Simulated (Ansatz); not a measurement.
# Meshes and cutoff for the phonons of CsH (Fm-3m), part 4 of 4

Wanted: convergence of the phonons of CsH (Fm-3m) against cost.

Ansatz 0.2.0; DFT PBEsol, scalar-relativistic, plane waves, PAW.

So far. Step 11 (Another k mesh, q mesh 2×2×2): The highest optical mode at the zone centre (no LO-TO term) is 402.1 cm⁻¹, +0.0 cm⁻¹ against the base run. Step 12 (Another k mesh, k-mesh 12×12×12, q mesh 2×2×2): The highest optical mode at the zone centre (no LO-TO term) is 402.1 cm⁻¹, +0.0 cm⁻¹ against the base run. The relaxed cell has a = 6.252 Å (conventional setting).

The database entry behind the starting cell differs from later determinations by our own check (0.1 to 0.3 % short, probably kX units), so it need not match the best structure at ambient conditions.

## (17) Another cutoff, cutoff 360 eV, q mesh 2×2×2

The cutoff is set to 360 eV on a small fixed q mesh.

The input, input.yaml:

```yaml
crystal:
  lattice:
    - [0.0, 3.1261165314, 3.1261165314]
    - [3.1261165314, 0.0, 3.1261165314]
    - [3.1261165314, 3.1261165314, 0.0]
  atoms:
    - { symbol: Cs, position: [0.0, 0.0, 0.0] }
    - { symbol: H, position: [0.5, 0.5, 0.5] }
kpoints:
  mp_grid: { grid: [8, 8, 8] }
hamiltonian:
  xc: pbesol
scf:
  occupations: { method: fixed }
output:
  eigenvalues: true
phonons:
  method: dfpt
  qmesh: [2, 2, 2]
  temperatures: { t_max: 1000, t_step: 50 }
  qpath:
    path:
      - [[0.0, 0.0, 0.0], [0.5, 0.0, 0.5], [0.625, 0.25, 0.625]]
      - [[0.375, 0.375, 0.75], [0.0, 0.0, 0.0], [0.5, 0.5, 0.5], [0.5, 0.25, 0.75], [0.5, 0.0, 0.5]]
    npoints: 10
basis:
  ecutwfc: 360
```

Launch:

```sh
ansatz run input.yaml --threads 4 --pin off --max-ram 7168MiB --backend cpu --events-out ev --progress --plain --runs-dir out
```

Numbers of over 12 decimals in the logs are rounded to 6 here.

Log:

```text
[...]
Crystal: 2 atoms, lattice volume = 61.101 Å³
Basis set: ecut = 360 eV, 941 PW (Γ), exchange–correlation on 60×60×60 points (8 copies of the dense FFT grid, shifted against one another)
Bands: 9, of which v1, the nominal top of the filled ones, is band 5 counted from 1 (4 counted from 0)
Symmetry: 48 space group operations
k-points: 29 of 512
[...]
optical modes at Γ + LO–TO along q̂ = [0.0000, 1.0000, 0.0000]:
      ω (cm⁻¹)  modes    IR ((D/Å)²/amu)
        401.43      2            59.1977
        689.02      1            29.5989
  optical modes at Γ + LO–TO along q̂ = [0.0000, 0.0000, 1.0000]:
      ω (cm⁻¹)  modes    IR ((D/Å)²/amu)
        401.43      2            59.1977
        689.02      1            29.5989
--- Phonons (arbitrary-q DFPT): 3 irreducible q on the 2×2×2 mesh ---
[...]
interpolated dispersion: 63 rows × 6 modes
[...]
[key lines of the parts left out:]
SCF converged after 7 iterations
Free energy (F): -5601.795141 eV
Fermi energy:    3.712038 eV
```

Run time: 8.1 s. Hardware: 4 threads of Intel Xeon Platinum 8488C (Sapphire Rapids), shared host; peak memory 0.6 GiB; 26 s of CPU time.

Frequencies (cm⁻¹) solved at each irreducible wavevector; negative means imaginary. Frequencies by wavevector, by row:

```
q in reciprocal lattice units  star  mode 1  mode 2  mode 3  mode 4  mode 5  mode 6
                        0 0 0     1       0       0       0   401.4   401.4   401.4
                     0 0 -0.5     4    38.3    38.3    64.5   505.2   505.2   698.5
                  0 -0.5 -0.5     3    33.9    33.9    61.1   427.3   427.3   488.2
```

The highest optical mode at the zone centre (no LO-TO term) is 401.4 cm⁻¹, -0.7 cm⁻¹ against the base run.

## (18) Another cutoff, cutoff 550 eV, q mesh 2×2×2

The cutoff is set to 550 eV on a small fixed q mesh.

input.yaml: that of step 17 with these lines changed.

```diff
@@ -26,2 +26,2 @@
 basis:
-  ecutwfc: 360
+  ecutwfc: 550
```

Log:

```text
[...]
Crystal: 2 atoms, lattice volume = 61.101 Å³
Basis set: ecut = 550 eV, 1807 PW (Γ), exchange–correlation on 72×72×72 points (8 copies of the dense FFT grid, shifted against one another)
Bands: 9, of which v1, the nominal top of the filled ones, is band 5 counted from 1 (4 counted from 0)
Symmetry: 48 space group operations
k-points: 29 of 512
[...]
optical modes at Γ + LO–TO along q̂ = [0.0000, 1.0000, 0.0000]:
      ω (cm⁻¹)  modes    IR ((D/Å)²/amu)
        401.86      2            59.2202
        689.39      1            29.6101
  optical modes at Γ + LO–TO along q̂ = [0.0000, 0.0000, 1.0000]:
      ω (cm⁻¹)  modes    IR ((D/Å)²/amu)
        401.86      2            59.2202
        689.39      1            29.6101
--- Phonons (arbitrary-q DFPT): 3 irreducible q on the 2×2×2 mesh ---
[...]
interpolated dispersion: 63 rows × 6 modes
[...]
[key lines of the parts left out:]
SCF converged after 7 iterations
Free energy (F): -5601.801189 eV
Fermi energy:    3.711738 eV
```

Wall time 16 s (4 threads); peak memory 0.77 GiB; 56 s of CPU time.

Frequencies (cm⁻¹) solved at each irreducible wavevector; negative means imaginary. Frequencies by wavevector, by row:

```
q in reciprocal lattice units  star  mode 1  mode 2  mode 3  mode 4  mode 5  mode 6
                        0 0 0     1       0       0       0   401.9   401.9   401.9
                     0 0 -0.5     4    38.4    38.4    64.5   505.5   505.5   698.7
                  0 -0.5 -0.5     3    33.9    33.9    61.1   427.6   427.6   488.5
```

The highest optical mode at the zone centre (no LO-TO term) is 401.9 cm⁻¹, -0.2 cm⁻¹ against the base run.

## (19) What came out

| Item | Value |
| --- | --- |
| mean frequency, q mesh 2×2×2 | 282 cm⁻¹ |
| mean frequency, q mesh 3×3×3 | 282 cm⁻¹ |
| mean frequency, q mesh 6×6×6 | 282 cm⁻¹ |
| highest optical mode at the zone centre (no LO-TO term), k-mesh 2×2×2 | -245 cm⁻¹ |
| highest optical mode at the zone centre (no LO-TO term), k-mesh 4×4×4 | 396 cm⁻¹ |
| highest optical mode at the zone centre (no LO-TO term), k-mesh 6×6×6 | 402 cm⁻¹ |
| highest optical mode at the zone centre (no LO-TO term), k-mesh 8×8×8 | 402 cm⁻¹ |
| highest optical mode at the zone centre (no LO-TO term), k-mesh 12×12×12 | 402 cm⁻¹ |
| highest optical mode at the zone centre (no LO-TO term), cutoff 170 eV | 426 cm⁻¹ |
| highest optical mode at the zone centre (no LO-TO term), cutoff 230 eV | 406 cm⁻¹ |
| highest optical mode at the zone centre (no LO-TO term), cutoff 290 eV | 400 cm⁻¹ |
| highest optical mode at the zone centre (no LO-TO term), cutoff 360 eV | 401 cm⁻¹ |
| highest optical mode at the zone centre (no LO-TO term), cutoff 550 eV | 402 cm⁻¹ |

What this shows: Over the whole q mesh series, coarse runs included, the mean frequency runs from 281.5 to 282.0 cm⁻¹; from 2×2×2 on it stays within 0.5 cm⁻¹ of the finest run (6×6×6), against a tolerance of 2.8. The k mesh changes along this series too, so part of the change is its. Over the whole k mesh series, coarse runs included, the lowest mode on the q mesh (acoustic modes at Γ apart) runs from -245.1 to 33.9 cm⁻¹; from 4×4×4 on all solved modes stay within 6.1 cm⁻¹ of the finest run (12×12×12), against a tolerance of 7.0. Over the whole cutoff series, coarse runs included, the lowest mode on the q mesh (acoustic modes at Γ apart) runs from 32.8 to 34.0 cm⁻¹; from 230 eV on all solved modes stay within 4.3 cm⁻¹ of the finest run (550 eV), against a tolerance of 7.0. All runs share the cell relaxed at the base settings, which is not exactly at rest under another k mesh or cutoff. Spin-orbit coupling is left out, which can matter for the heavy elements here. These are harmonic frequencies at zero temperature: anharmonic shifts, linewidths and thermal expansion are left out.

[Logs are printed without paths, hosts, clocks, repeated set-up lines and the standing remarks that a program may print on its own settings, such as how far it seeks lower states.]

[Hosts, paths, dates, database ids (printed as entryN), source tags and the programs' standing remarks are cut or masked in the printed files.]
